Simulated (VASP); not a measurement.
Runs of VASP 6.6.1 on CdSe. The cell holds a slab with vacuum, 16 atoms: a = 4.300 Å, b = 7.020 Å, c = 28.413 Å, α = 90.00°, β = 90.00°, γ = 90.00°. 

```csv
cell,vacuum (Å),gap on the mesh (eV),largest force (eV/Å)
"Pmc2_1, 53.6 Å³/atom",-,0.48,1.31
"Pmc2_1, 64.92 Å³/atom",22,0.48,1.31
"Pmc2_1, 42.28 Å³/atom",10,0.48,1.31
"Pmc2_1, 32.85 Å³/atom",5,0.38,(a)
```

Alike in all rows: task work function; level PBEsol; potentials or basis VASP PAW PBE potentials, release 64 (Cd, Se); no spin polarisation; k mesh 6 × 4 × 1; cutoff (eV) 520; smearing gaussian 0.05 eV.

Fill in the values left out.

(a) 1.22.

Caveats: the PAW data sets were made with another functional, which shifts forces and pressure a little.

A k mesh can miss the band edges, and the runs leave out spin-orbit coupling on Cd, Se.
